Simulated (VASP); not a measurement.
Here is a VASP 6.6.1 calculation.

File POSCAR:

```
HfO2
1.0
    5.1180000000      0.0000000000      0.0000000000
    0.0000000000      5.1857000000      0.0000000000
   -0.8586630598      0.0000000000      5.2138671406
Hf O
4 8
Direct
    0.2755000000      0.4603000000      0.7080000000
    0.7245000000      0.9603000000      0.7920000000
    0.7245000000      0.5397000000      0.2920000000
    0.2755000000      0.0397000000      0.2080000000
    0.0742000000      0.1684000000      0.8467000000
    0.9258000000      0.6684000000      0.6533000000
    0.9258000000      0.8316000000      0.1533000000
    0.0742000000      0.3316000000      0.3467000000
    0.4487000000      0.7419000000      0.9801000000
    0.5513000000      0.2419000000      0.5199000000
    0.5513000000      0.2581000000      0.0199000000
    0.4487000000      0.7581000000      0.4801000000
```

The input INCAR.step1:

```
SYSTEM = HfO2
PREC = Accurate
ENCUT = 520
EDIFF = 1E-6
ISMEAR = -1
SIGMA = 0.05
LREAL = .FALSE.
LASPH = .TRUE.
NELM = 80
ALGO = Normal
ISIF = 2
LWAVE = .FALSE.
LCHARG = .TRUE.
LMAXMIX = 4
GGA = PE
```

KPOINTS.step1

```
regular mesh
0
G
  5 5 5
  0 0 0
```

Contents of INCAR.step2:

```
SYSTEM = HfO2
PREC = Accurate
ENCUT = 520
EDIFF = 1E-6
ISMEAR = 0
SIGMA = 0.05
LREAL = .FALSE.
LASPH = .TRUE.
NELM = 80
ALGO = Normal
ISIF = 2
LWAVE = .FALSE.
LCHARG = .FALSE.
LMAXMIX = 4
GGA = PE
ICHARG = 11
```

File KPOINTS.step2:

```
path GYHCEM1AXH1,MDZ,YD
10
line-mode
reciprocal
 0.0000000000  0.0000000000  0.0000000000  G
 0.0000000000  0.0000000000  0.5000000000  Y

 0.0000000000  0.0000000000  0.5000000000  Y
-0.4327310173  0.0000000000  0.5726006525  H

-0.4327310173  0.0000000000  0.5726006525  H
-0.5000000000  0.0000000000  0.5000000000  C

-0.5000000000  0.0000000000  0.5000000000  C
-0.5000000000  0.5000000000  0.5000000000  E

-0.5000000000  0.5000000000  0.5000000000  E
-0.5672689827  0.5000000000  0.4273993475  M1

-0.5672689827  0.5000000000  0.4273993475  M1
-0.5000000000  0.5000000000  0.0000000000  A

-0.5000000000  0.5000000000  0.0000000000  A
-0.5000000000  0.0000000000  0.0000000000  X

-0.5000000000  0.0000000000  0.0000000000  X
-0.5672689827  0.0000000000  0.4273993475  H1

-0.4327310173  0.5000000000  0.5726006525  M
 0.0000000000  0.5000000000  0.5000000000  D

 0.0000000000  0.5000000000  0.5000000000  D
 0.0000000000  0.5000000000  0.0000000000  Z

 0.0000000000  0.0000000000  0.5000000000  Y
 0.0000000000  0.5000000000  0.5000000000  D
```

Potentials or basis: VASP PAW PBE potentials, release 64 (Hf_pv, O).

Command:

```sh
$ cat potpaw_PBE.64/Hf_pv/POTCAR potpaw_PBE.64/O/POTCAR > POTCAR
$ cp INCAR.step1 INCAR
$ cp KPOINTS.step1 KPOINTS
$ mpirun -np 1 vasp_std > vasp.out
$ cp INCAR.step2 INCAR
$ cp KPOINTS.step2 KPOINTS
$ mpirun -np 1 vasp_std > vasp.out
```

Task: Estimate the band gap along the path.

Result: 4.11 eV, indirect (least direct gap 4.18 eV).

Task: What does it give for the band gap on the k mesh?

Result: 4.16 eV, indirect (least direct gap 4.23 eV).

Levels at the corners of the path, in eV from the valence-band top:
```
point  band 40  band 41  band 42  band 43  band 44  band 45  band 46  band 47  band 48  band 49
    Γ    -0.98    -0.54    -0.52    -0.17     0.00     4.54     5.10     5.28     5.50     5.68
    Y    -1.01    -0.81    -0.81    -0.49    -0.49     4.79     4.79     5.23     5.23     6.16
    Y    -1.01    -0.81    -0.81    -0.49    -0.49     4.79     4.79     5.23     5.23     6.16
    H    -1.08    -1.06    -0.75    -0.64    -0.35     4.34     4.54     5.45     5.58     5.66
    H    -1.08    -1.06    -0.75    -0.64    -0.35     4.34     4.54     5.45     5.58     5.66
    C    -1.27    -0.96    -0.96    -0.50    -0.50     4.43     4.43     5.55     5.55     5.74
    C    -1.27    -0.96    -0.96    -0.50    -0.50     4.43     4.43     5.55     5.55     5.74
    E    -1.20    -1.03    -1.03    -0.74    -0.74     4.60     4.60     5.30     5.30     5.68
    E    -1.20    -1.03    -1.03    -0.74    -0.74     4.60     4.60     5.30     5.30     5.68
   M1    -1.26    -1.02    -1.02    -0.71    -0.71     4.62     4.62     5.33     5.33     5.66
   M1    -1.26    -1.02    -1.02    -0.71    -0.71     4.62     4.62     5.33     5.33     5.66
    A    -1.37    -0.89    -0.89    -0.58    -0.58     4.83     4.83     5.28     5.28     6.05
    A    -1.37    -0.89    -0.89    -0.58    -0.58     4.83     4.83     5.28     5.28     6.05
    X    -0.85    -0.69    -0.56    -0.49    -0.09     4.11     5.16     5.24     5.28     5.84
    X    -0.85    -0.69    -0.56    -0.49    -0.09     4.11     5.16     5.24     5.28     5.84
   H1    -1.08    -1.06    -0.75    -0.64    -0.35     4.34     4.54     5.45     5.58     5.66
    M    -1.26    -1.02    -1.02    -0.71    -0.71     4.62     4.62     5.33     5.33     5.66
    D    -0.95    -0.91    -0.91    -0.62    -0.62     4.98     4.98     5.13     5.13     5.92
    D    -0.95    -0.91    -0.91    -0.62    -0.62     4.98     4.98     5.13     5.13     5.92
    Z    -1.07    -0.79    -0.79    -0.42    -0.42     5.10     5.10     5.58     5.58     5.93
    Y    -1.01    -0.81    -0.81    -0.49    -0.49     4.79     4.79     5.23     5.23     6.16
    D    -0.95    -0.91    -0.91    -0.62    -0.62     4.98     4.98     5.13     5.13     5.92
```

Caveat: the log is that of the step along the path at fixed density, whose energy, stress, charges and moments have no meaning; spin-orbit coupling is left out, which moves the levels of the heavy elements.

**Experimental background.**

“Temperature dependence of self-trapped exciton luminescence in nanostructured hafnia powder”, 2021, arxiv:2112.02602 quotes, for a bulk crystal of HfO2: band gap 5.54 eV (indirect).

Against the measured gap of HfO2, 5.54 eV (indirect; quoted in “Temperature dependence of self-trapped exciton luminescence in nanostructured hafnia powder”, 2021, arxiv:2112.02602), the calculated 4.11 eV is off by -1.43 eV. Spin-orbit coupling on Hf is left out. The value is that of PBE, without temperature or zero-point motion. Semilocal functionals fall short of measured gaps as a rule.
